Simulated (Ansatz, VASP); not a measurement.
One calculation of BaTiO3, two programs

```
Ba O Ti
1.0
     4.03097    0.00000    0.00000
     0.00000    4.03097    0.00000
     0.00000    0.00000    4.03097
Ba O Ti
1 3 1
Direct
  0.00000 0.00000 0.00000
  0.50000 0.50000 0.00000
  0.00000 0.50000 0.50000
  0.50000 0.00000 0.50000
  0.50000 0.50000 0.50000
```

Alike in both runs: task single point; functional PBE; k mesh 6 × 6 × 6; occupations gaussian, width 0.0863 eV; no spin polarisation.

```csv
,VASP,Ansatz
version,VASP 6.6.1,Ansatz 0.2.0
potentials or method,"VASP PAW PBE potentials, release 64 (Ba_sv, O, Ti_sv)",PAW plane waves
plane-wave cutoff (eV),520,420
valence electrons in the cell,40,40
```

Ansatz gave:

| Quantity | Value |
| --- | --- |
| gap on the k mesh at the Fermi level (eV) | 1.76 |
| pressure (GPa) | -1.4 |

Task: Estimate VASP's values.

Result: gap on the k mesh at the Fermi level (eV): 1.70; pressure (GPa): 0.3.

Caveats: spin-orbit coupling is left out, which moves the levels of the heavy elements. A k mesh can miss the band edges. As with any semilocal functional, this PBE gap is likely too small.
